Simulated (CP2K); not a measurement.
The system is NaF (Villiaumite).

```
Na F
1.0
     3.28098    0.00000    0.00000
     1.64049    2.84141    0.00000
     1.64049    0.94714    2.67891
Na F
1 1
Direct
  0.00000 0.00000 0.00000
  0.50000 0.50000 0.50000
```

Base run:

- Program: CP2K 2026.2
- Functional: PBEsol
- Potentials or basis: POTENTIAL_UZH Na GTH-PBE-q9, F GTH-PBE-q7; TZVP-MOLOPT-PBE-GTH basis
- Density cutoff: 19048 eV
- k mesh: 10 × 10 × 10
- Occupations: fermi-dirac, width 0.05 eV
- Spin: no spin polarisation

Its results: band gap on the k mesh 6.11 eV, direct; pressure 0.5 GPa.

Problem. After a change of settings the same cell gave: band gap on the k mesh 6.69 eV, direct; pressure 3.9 GPa. Which change was it?
A. functional from PBEsol to LDA
B. functional from PBEsol to vdW-DF-cx
C. functional from PBEsol to BEEF-vdW
D. functional from PBEsol to PW91

Solution. C.

Caveats: the potentials were made for another functional, which shifts forces and pressure; the basis of atomic orbitals isn't converged, which shifts pressures, moduli and gaps; the real-space grid breaks the cell's symmetry a little (some runs).

Runs at the PBE level aren't shown here.
